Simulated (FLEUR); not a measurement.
C:

```
C
1.0
     2.52210    0.00000    0.00000
    -1.26105    2.18420    0.00000
     0.00000    0.00000   12.35570
C
12
Cartesian
  1.2611 0.7281 4.3760
  0.0000 1.4561 10.5539
  1.2611 0.7281 1.8018
  0.0000 1.4561 7.9797
  1.2611 0.7281 5.9205
  0.0000 1.4561 12.0983
  1.2611 0.7281 0.2574
  0.0000 1.4561 6.4352
  0.0000 0.0000 10.0390
  0.0000 0.0000 3.8612
  0.0000 0.0000 8.4945
  0.0000 0.0000 2.3167
```

This is a hexagonal form of diamond, not graphite.

Base run:

```yaml
Program: FLEUR MaX-R8.1 (later development tree)
Functional: MJW
Potentials_or_basis: all-electron
Basis: FLAPW
Kmax: 5.33 1/bohr
k_mesh: 12 × 12 × 3
Occupations: fermi-dirac, width 0.05 eV
Spin: no spin polarisation
```

Its results: band gap on the k mesh 4.35 eV, indirect (least direct gap 5.25 eV).

The run is repeated on the same cell with these changes: functional from MJW to Wigner. What comes out?

Band gap on the k mesh 4.28 eV, indirect (least direct gap 5.22 eV).

Not every run made on this cell is shown here.
